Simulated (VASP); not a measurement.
Computed with vdW-DF-cx, VASP's PBE PAW potentials (set 64) (plane waves; VASP).

The input files of a VASP run:

File KPOINTS:
```
Automatic
0
G
  6 6 6
```

INCAR:
```
ISMEAR = 0   # Gaussian
LCHARG = F
AGGAC = 0.0
ENCUT = 520   # plane-wave cut-off (eV)
LREAL = F
ISIF = 2
LUSE_VDW = T
SYSTEM = CsI
GGA = CX
NELM = 100
LMAXMIX = 4   # l cut-off of mixed one-centre charges
LWAVE = F
SIGMA = 0.05
LASPH = T   # aspherical one-centre terms
EDIFF = 1E-7   # SCF stop (eV)
ALGO = Normal   # blocked Davidson
PREC = Accurate
```

### POSCAR
```
CsI
1
    4.4777108541     0.0000000000     0.0000000000
    0.0000000000     4.4777108541     0.0000000000
    0.0000000000     0.0000000000     4.4777108541
Cs I
1 1
Direct
  0.0000000000   0.0000000000   0.0000000000
  0.5000000000   0.5000000000   0.5000000000
```

POTCAR, in this order: Cs_sv I (PBE.64 set). Program: vasp_std.

The resulting files:

**OSZICAR**
```
       N       E                     dE             d eps       ncg     rms          rms(c)
DAV:   1     0.962419491168E+02    0.96242E+02   -0.63414E+03   480   0.110E+03
DAV:   2     0.638342980020E+01   -0.89859E+02   -0.84746E+02   696   0.166E+02
DAV:   3    -0.830208181852E+00   -0.72136E+01   -0.71901E+01   604   0.538E+01
DAV:   4    -0.930993485196E+00   -0.10079E+00   -0.10077E+00   584   0.784E+00
DAV:   5    -0.932041063502E+00   -0.10476E-02   -0.10475E-02   612   0.836E-01    0.144E+00
DAV:   6    -0.827249699804E+00    0.10479E+00   -0.14888E-01   520   0.191E+00    0.106E+00
DAV:   7    -0.809924531694E+00    0.17325E-01   -0.12615E-01   568   0.183E+00    0.509E-01
DAV:   8    -0.814803172612E+00   -0.48786E-02   -0.10640E-02   524   0.707E-01    0.922E-02
DAV:   9    -0.815489959847E+00   -0.68679E-03   -0.91361E-04   560   0.219E-01    0.689E-02
DAV:  10    -0.815684038817E+00   -0.19408E-03   -0.27450E-04   528   0.116E-01    0.142E-02
DAV:  11    -0.815691782461E+00   -0.77436E-05   -0.51176E-05   560   0.421E-02    0.475E-03
DAV:  12    -0.815694233761E+00   -0.24513E-05   -0.76748E-06   536   0.203E-02    0.201E-03
DAV:  13    -0.815694319203E+00   -0.85442E-07   -0.29202E-07   576   0.365E-03
   1 F= -.81569432E+00 E0= -.81569432E+00  d E =-.220456E-17
```

### OUTCAR
```
------------------------ aborting loop because EDIFF is reached ----------------------------------------
  FORCE on cell =-STRESS in cart. coord.  units (eV):
  Direction    XX          YY          ZZ          XY          YZ          ZX
  --------------------------------------------------------------------------------------
  Total        0.2197070      0.2197070      0.2197070      0.0000000      0.0000000      0.0000000
  in kB        3.9209060      3.9209060      3.9209060      0.0000000      0.0000000      0.0000000
  external PRESSURE =       3.9209060 kB  Pullay stress =       0.0000000 kB
  volume of cell :       89.78
      direct lattice vectors                 reciprocal lattice vectors
     4.477710854  0.000000000  0.000000000     0.223328400  0.000000000  0.000000000
     0.000000000  4.477710854  0.000000000     0.000000000  0.223328400  0.000000000
     0.000000000  0.000000000  4.477710854     0.000000000  0.000000000  0.223328400
 POSITION                                       TOTAL-FORCE (eV/Angst)
 -----------------------------------------------------------------------------------
      0.00000      0.00000      0.00000         0.000000      0.000000      0.000000
      2.23886      2.23886      2.23886         0.000000      0.000000      0.000000
 -----------------------------------------------------------------------------------
    total drift:                               -0.000000      0.000000      0.000000
  FREE ENERGIE OF THE ION-ELECTRON SYSTEM (eV)
  ---------------------------------------------------
  free  energy   TOTEN  =        -0.8156943192 eV

  energy  without entropy=       -0.8156943192  energy(sigma->0) =       -0.81569432
```
(Selected blocks of OUTCAR.)

The compound is CsI in the CsCl type structure. This cell is one point of a volume scan, at 0.97 of the reference volume.
